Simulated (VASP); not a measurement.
# Si (Fd-3m) in VASP: further runs, part 3 of 3

VASP 6.6.1. The steps go on from the part before.

### 5 Single point, PBE (Hf on a Si site (b), charge +0, atoms relaxed at the host's cell)

File INCAR:

```
ALGO = Fast
EDIFF = 1E-6
ENCUT = 520
GGA = PE
ISIF = 2
ISMEAR = 0
LASPH = True
LCHARG = False
LREAL = Auto
LWAVE = False
NBANDS = 49
NELM = 100
PREC = Accurate
SIGMA = 0.01
```

File KPOINTS:

```
k-points
0
Gamma
  1 1 1
```

File POSCAR:

```
HfSi15
1.0
    0.0000000000      5.4700936590     -5.4700936590
    5.4700936590      5.4700936590      0.0000000000
    5.4700936590      0.0000000000     -5.4700936590
Hf Si
1 15
Direct
    0.3750000000      0.3750000000      0.3750000000
    0.3694072989      0.8805927011      0.3694072989
    0.8805927011      0.3694072989      0.3694072989
    0.8805927011      0.8805927011      0.3694072989
    0.3694072989      0.3694072989      0.8805927011
    0.3694072989      0.8805927011      0.8805927011
    0.8805927011      0.3694072989      0.8805927011
    0.8750000000      0.8750000000      0.8750000000
    0.5092642436      0.5092642436     -0.0277927308
    0.5025866695     -0.0008622232     -0.0008622232
    0.9991377768      0.5025866695     -0.0008622232
    0.9991377768     -0.0008622232     -0.0008622232
    0.5092642436      0.5092642436      0.5092642436
    0.5092642436     -0.0277927308      0.5092642436
    0.9722072692      0.5092642436      0.5092642436
    0.9991377768     -0.0008622232      0.5025866695
```

Potentials or basis: VASP PAW PBE potentials, release 64 (Hf_pv, Si).

Run with:

```bash
cat potpaw_PBE.64/Hf_pv/POTCAR potpaw_PBE.64/Si/POTCAR > POTCAR
mpirun -np 1 vasp_gam > vasp.out
```

OUTCAR:

```text
EDIFF = 1E-6
   ENCUT = 520
   GGA = PE
   ISIF = 2
   ISMEAR = 0
   LASPH = True
   LREAL = Auto
   NELM = 100
   PREC = Accurate

 ion  position               nearest neighbor table
   1  0.375  0.375  0.375-   9 2.54  13 2.54  14 2.54  15 2.54
   2  0.369  0.881  0.369-  10 2.34  16 2.34  14 2.36  13 2.36
   3  0.881  0.369  0.369-  11 2.34  16 2.34  15 2.36  13 2.36
   4  0.881  0.881  0.369-  16 2.34  12 2.34  15 2.36  14 2.36
   5  0.369  0.369  0.881-  10 2.34  11 2.34   9 2.36  13 2.36
   6  0.369  0.881  0.881-  10 2.34  12 2.34   9 2.36  14 2.36
[... 8 lines left out ...]
  15  0.972  0.509  0.509-   3 2.36   4 2.36   7 2.36   1 2.54
  16  0.999  0.999  0.503-   4 2.34   3 2.34   2 2.34   8 2.35

  LATTYP: Found a face centered cubic cell.
 ALAT       =    10.9401873180

  Lattice vectors:

 A1 = (   0.0000000000,   5.4700936590,  -5.4700936590)
 A2 = (   5.4700936590,   5.4700936590,   0.0000000000)
 A3 = (   5.4700936590,   0.0000000000,  -5.4700936590)

Analysis of symmetry for initial positions (statically):
=====================================================================
 Subroutine PRICEL returns:
 Original cell was already a primitive cell.

 Routine SETGRP: Setting up the symmetry group for a
 face centered cubic supercell.

 Subroutine GETGRP returns: Found 24 space group operations
 (whereof  6 operations were pure point group operations)
 out of a pool of 48 trial point group operations.

The static configuration has the point symmetry C_3v.
 The point group associated with its full space group is T_d .

Analysis of symmetry for dynamics (positions and initial velocities):
=====================================================================
 Subroutine PRICEL returns:
 Original cell was already a primitive cell.

 Routine SETGRP: Setting up the symmetry group for a
 face centered cubic supercell.

 Subroutine GETGRP returns: Found 24 space group operations
[... 133 lines left out ...]
   GGA     = PE    functional components
   LHFCALC =     F    Hartree Fock is set to
   AEXX    =    0.0000 exact exchange contribution
   IVDW    =     0    specifies the selected vdW correction
   LEPSILON=     F    determine dielectric tensor
   LRPA    =     F    only Hartree local field effects (RPA)
 non-spin polarized calculation
 RMM-DIIS sequential band-by-band and
 Gauss-broadening in eV      SIGMA  =   0.01
  energy-cutoff  :      520.00
  volume of cell :      327.35
 maximum number of plane-waves:      4401
 NGX is ok and might be reduce to    60
   NGX = 29   NGY = 29   NGZ = 29

 number of electron      70.0000003 magnetization

 Free energy of the ion-electron system (eV)
  ---------------------------------------------------
  ext. energy  EPLUGINS =         0.00000000
  ---------------------------------------------------
  free energy    TOTEN  =       -74.79578831 eV

  energy without entropy =      -74.79578831  energy(sigma->0) =      -74.79578831

 E-fermi :   5.5085     XC(G=0):  -9.3563

 val. band max:        5.3940087948   @ k =   0.0000   0.0000   0.0000
 cond. band min:       5.9214344659   @ k =   0.0000   0.0000   0.0000
 fundamental gap:      0.5274256711
 Fermi energy:         5.5084981664

 k-point     1 :       0.0000    0.0000    0.0000
  band No.  band energies     occupation
      1     -24.2761      2.00000
      2     -24.2761      2.00000
      3     -24.2761      2.00000
      4      -6.0601      2.00000
      5      -3.8878      2.00000
      6      -3.8878      2.00000
[... 39 lines left out ...]
     46       7.9789      0.00000
     47       8.0384      0.00000
 [bands above 47 left out]

------------------------ aborting loop because EDIFF is reached ----------------------------------------

  FORCE on cell =-STRESS in cart. coord.  units (eV):
  Direction    XX          YY          ZZ          XY          YZ          ZX
  --------------------------------------------------------------------------------------
  -------------------------------------------------------------------------------------
  Total       14.0286576     14.0286576     14.0286576      0.0000000      0.0000000     -0.0000000
  in kB       68.6613624     68.6613624     68.6613624      0.0000000      0.0000000     -0.0000000
  external PRESSURE =      68.6613624 kB  Pullay stress =       0.0000000 kB

 VOLUME and BASIS-vectors are now :
 -----------------------------------------------------------------------------
  energy-cutoff  :      520.00
  volume of cell :      327.35
      direct lattice vectors                 reciprocal lattice vectors
     0.000000000  5.470093659 -5.470093659    -0.091406113  0.091406113 -0.091406113
     5.470093659  5.470093659  0.000000000     0.091406113  0.091406113  0.091406113
     5.470093659  0.000000000 -5.470093659     0.091406113 -0.091406113 -0.091406113

 POSITION                                       TOTAL-FORCE (eV/Angst)
 -----------------------------------------------------------------------------------
      4.10257      4.10257     -4.10257        -0.000000     -0.000000      0.000000
      6.83762      6.83762     -4.04139        -0.000000     -0.000000     -0.010752
      4.04139      6.83762     -6.83762         0.010752     -0.000000      0.000000
      6.83762      9.63385     -6.83762        -0.000000     -0.010752      0.000000
      6.83762      4.04139     -6.83762        -0.000000      0.010752      0.000000
      9.63385      6.83762     -6.83762        -0.010752     -0.000000      0.000000
[... 8 lines left out ...]
      5.57145      8.10379     -8.10379         0.007422     -0.007422      0.007422
      8.21457     10.93075     -8.21457         0.005527     -0.005527     -0.005527
 -----------------------------------------------------------------------------------
    total drift:                               -0.000000     -0.000000      0.000000

  FREE ENERGIE OF THE ION-ELECTRON SYSTEM (eV)
  ---------------------------------------------------
  free  energy   TOTEN  =       -74.7957883057 eV

  energy  without entropy=      -74.7957883057  energy(sigma->0) =      -74.79578831
```

OSZICAR:

```text
N       E                     dE             d eps       ncg     rms          rms(c)
DAV:   1     0.354653549672E+03    0.35465E+03   -0.32400E+04    98   0.126E+03
DAV:   2    -0.378608495904E+02   -0.39251E+03   -0.36199E+03   131   0.236E+02
DAV:   3    -0.766474273003E+02   -0.38787E+02   -0.37341E+02   140   0.558E+01
[... 12 lines left out ...]
RMM:  16    -0.747957938248E+02   -0.50011E-05   -0.25470E-04   141   0.330E-02    0.390E-02
RMM:  17    -0.747957961258E+02   -0.23010E-05   -0.19202E-05   136   0.132E-02    0.185E-02
RMM:  18    -0.747957914182E+02    0.47076E-05   -0.30474E-06    94   0.545E-03    0.131E-02
RMM:  19    -0.747957883931E+02    0.30251E-05   -0.17980E-05   122   0.713E-03    0.570E-03
RMM:  20    -0.747957883057E+02    0.87400E-07   -0.12776E-06    70   0.333E-03
   1 F= -.74795788E+02 E0= -.74795788E+02  d E =-.199820E-58
```

Run time: 27 s. Hardware: 1 thread of Intel Xeon 6975P-C (Granite Rapids), shared host; peak memory 0.44 GiB.

What came out:

```
Free energy            : -74.7958 eV
Pressure               : 6.9 GPa
Largest force          : 0.013 eV/Å
Band gap on the k mesh : 0.53 eV, direct
```

Forces on the atoms (eV/Å):
```
Hf   0.000  0.000  0.000
Si   0.000  0.000 -0.011
Si   0.011  0.000  0.000
Si   0.000 -0.011  0.000
Si   0.000  0.011  0.000
Si  -0.011  0.000  0.000
Si   0.000  0.000  0.011
Si   0.000  0.000  0.000
Si  -0.007  0.007  0.007
Si  -0.006  0.006 -0.006
Si   0.006  0.006  0.006
Si  -0.006 -0.006  0.006
Si   0.007  0.007 -0.007
Si  -0.007 -0.007 -0.007
Si   0.007 -0.007  0.007
Si   0.006 -0.006 -0.006
```

Caveat: spin-orbit coupling is left out, which moves the levels of the heavy elements.

### 6 Overview

| task | potentials or basis | cell | k mesh | cutoff (eV) | smearing | mesh quality | gap on the mesh (eV) | pressure (GPa) |
| --- | --- | --- | --- | --- | --- | --- | --- | --- |
| single point | VASP PAW PBE potentials, release 64 (Si) | the perfect crystal in a cell of 16 atoms | 1 × 1 × 1 | 520 | gaussian 0.01 eV | coarse | 0.64 | 7.4 |
| single point | VASP PAW PBE potentials, release 64 (Si) | Fd-3m, 20.46 Å³/atom | 8 × 8 × 8 | 520 | gaussian 0.02 eV | not flagged | 0.65 | -0.1 |
| relaxation of cell and atoms | VASP PAW PBE potentials, release 64 (Si) | relaxed | 8 × 8 × 8 | 600 | gaussian 0.02 eV | not flagged | 0.65 | 0.0 |
| single point | VASP PAW PBE potentials, release 64 (Hf_pv, Si) | Hf on a Si site (b), charge +0, atoms relaxed at the host's cell | 1 × 1 × 1 | 520 | gaussian 0.01 eV | not flagged | 0.53 | 6.9 |

Alike in all rows: level PBE; no spin polarisation.

Caveats: some runs use coarse meshes; an odd mesh through Γ misses points on the zone boundary, where band edges often lie (some runs); spin-orbit coupling is left out, which moves the levels of the heavy elements (some runs).

Total energies depend on the potentials used, so only differences within one code and one set of settings carry meaning.
